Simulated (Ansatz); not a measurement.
TaN, DFT, PBE, all-electron PAW with datasets made for the crystal, scalar-relativistic (Ansatz 0.2.0), run on 2 threads of Intel(R) Xeon(R) 6975P-C (Granite Rapids) on a shared host.

The cell is COD entry 2106407, as deposited and not checked against the literature; nothing was relaxed. The listed cell was then made from it by scaling, straining or moving an atom.

Command: `ansatz run input.yaml --threads 2 --pin off --max-ram 6144MiB --backend cpu --events-out ev --progress --plain --runs-dir out`

```yaml
crystal:
  lattice:
    - [5.1960008669, -0.077940013, -0.077940013]
    - [-2.6654984646, 4.5388387553, -0.0285280247]
    - [-0.043665, -0.043665, 2.911]
  atoms:
    - { symbol: Ta, position: [0.3333333333, 0.6666666667, 0.5] }
    - { symbol: Ta, position: [0.6666666667, 0.3333333333, 0.5] }
    - { symbol: Ta, position: [0.0, 0.0, 0.0] }
    - { symbol: "N", position: [0.39285, 0.0, 0.0] }
    - { symbol: "N", position: [0.60715, 0.60715, 0.0] }
    - { symbol: "N", position: [0.0, 0.39285, 0.0] }
kpoints:
  mp_grid: { grid: [6, 6, 9] }
scf:
  occupations: { method: fermi_dirac, width: 0.01 }
hamiltonian:
  xc: pbe
  pseudopotentials: { kind: all_electron, datasets: crystal }
output:
  forces: true
  stress: true
  eigenvalues: true
  efg: { contact_densities: true }
```

(1) How large is the problem that the program sets up?

(2) Estimate the wall time and the peak memory.

(3) And the same cell and mesh by PAW (frozen-core files), asked for forces, stress, eigenvalues, efg, on the same hardware?

Answers

(1) 164 irreducible k-points, 1841 plane waves at Γ, 64 bands.

(2) 3.3 min of wall time for 10 SCF iterations, with a peak of 3.7 GiB. Times on shared machines scatter by tens of per cent.

(3) 12 s, peak memory 0.56 GiB.
